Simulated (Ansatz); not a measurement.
Cr in Ansatz: convergence with smearing width

Cr:

```
CELL_PARAMETERS angstrom
-1.49434 1.54520 1.39322
1.56967 -1.45096 1.37431
1.40634 1.36296 -1.29897
ATOMIC_POSITIONS crystal
Cr 0.00000 0.00000 0.00000
```

This isn't the form of Cr at room conditions, which is bcc.

| Quantity | Value |
| --- | --- |
| Program | Ansatz 0.2.0 |
| Task | convergence study |
| Functional | r2SCAN |
| Potentials or basis | Ansatz PAW earlier set |
| Cutoff | 1070 eV |
| Density cutoff | 4280 eV |
| k mesh | 9 × 9 × 9 |
| Occupations | gaussian, width 0.3 eV |
| Spin | collinear spin, ferromagnetic start |
| Starting moments | [3.0] μB |

These are the settings of the first run; the series varies smearing width, with any setting tied to it.

Hardware: 2 threads of Intel(R) Xeon(R) Platinum 8488C (Sapphire Rapids), on a shared host.

Q: The values tried are 0.3 eV, 0.2 eV, 0.15 eV, 0.1 eV, 0.05 eV, 0.025 eV, 0.01 eV, 0.005 eV, loosest first. From which on does the pressure stay within 0.1 GPa of the tightest run that finished?

A: From 0.1 eV on.

| smearing width | energy less the tightest run, at zero smearing (meV/atom) | pressure (GPa) | SCF cycles | CPU time (s) | peak memory (GiB) |
| --- | --- | --- | --- | --- | --- |
| 0.3 eV | 0.86 | -11.57 | 19 | 58 | 0.74 |
| 0.2 eV | 0.22 | -11.70 | 20 | 54 | 0.75 |
| 0.15 eV | 0.11 | -11.76 | 19 | 52 | 0.75 |
| 0.1 eV | 0.02 | -11.82 | 19 | 51 | 0.74 |
| 0.05 eV | -0.01 | -11.86 | 19 | 49 | 0.74 |
| 0.025 eV | 0.01 | -11.86 | 18 | 53 | 0.75 |
| 0.01 eV | 0.00 | -11.87 | 27 | 69 | 0.75 |
| 0.005 eV | 0.00 | -11.87 | 18 | 52 | 0.74 |

Against the tightest run, the energy stays within 1 meV/atom from 0.3 eV on. Narrower smearing needs a denser k mesh, so at a fixed mesh the narrowest width isn't the most accurate. The tightest run that finished is the yardstick and may itself not be fully converged.

Caveat, for the tightest run too: the magnetic or orbital state may not be the lowest; the starting moments collapsed, and a magnetic state may lie lower; the PAW data sets come from PBE, with cores solved anew for the run's functional, which leaves a small shift of forces and pressure; the starting moments weren't kept.
